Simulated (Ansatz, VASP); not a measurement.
Given: the input of a run of VASP 6.6.1 on Li2Se.

File INCAR:

```
PREC = Accurate
ENCUT = 520
EDIFF = 1E-7
ISMEAR = -1
SIGMA = 0.05
LREAL = F
LASPH = T
NELM = 60
ALGO = Normal
ISIF = 2
LWAVE = F
LCHARG = F
GGA = PE
NBANDS = 13
```

KPOINTS

```
regular mesh
0
Gamma
  8 8 8
```

The input POSCAR:

```
Li2Se
1.0
    0.0000000000      2.9619207013      2.9619207013
    2.9619207013      0.0000000000      2.9619207013
    2.9619207013      2.9619207013      0.0000000000
Se Li
1 2
Direct
    0.0000000000      0.0000000000      0.0000000000
    0.7500000000      0.7500000000      0.7500000000
    0.2500000000      0.2500000000      0.2500000000
```

Potentials or basis: VASP PAW PBE potentials, release 64 (Se, Li_sv).

Launch:

```bash
$ cat potpaw_PBE.64/Se/POTCAR potpaw_PBE.64/Li_sv/POTCAR > POTCAR
$ mpirun -np 1 vasp_std > vasp.out
```

Task: Translate it to Ansatz 0.2.0. Potentials there: Ansatz PAW.

Result: As run (the cutoff follows the program's own potentials):

File input.yaml:

```yaml
crystal:
  lattice:
    - [0.0, 2.9619207013, 2.9619207013]
    - [2.9619207013, 0.0, 2.9619207013]
    - [2.9619207013, 2.9619207013, 0.0]
  atoms:
    - { symbol: Se, position: [0.0, 0.0, 0.0] }
    - { symbol: Li, position: [0.75, 0.75, 0.75] }
    - { symbol: Li, position: [0.25, 0.25, 0.25] }
hamiltonian:
  xc: pbe
  pseudopotentials: { kind: paw }
kpoints:
  mp_grid: { grid: [8, 8, 8] }
scf:
  occupations: { method: fermi_dirac, width: 0.05 }
output:
  forces: true
  stress: true
  eigenvalues: true
```

Potentials or basis: Ansatz PAW.

Command:

```sh
$ ansatz run input.yaml --threads 2 --pin off --max-ram 5120MiB --backend cpu --events-out ev --progress --plain --runs-dir out
```

Both were run:

|  | VASP | Ansatz | Ansatz less VASP |
| --- | --- | --- | --- |
| gap on the k mesh at the Fermi level (eV) | 2.94 | 2.95 | +0.008 |
| least direct gap on the mesh (eV) | 3.56 | 3.56 | -0.009 |

The two sets of potentials don't hold the same shells in valence.

 A k mesh can miss the band edges.
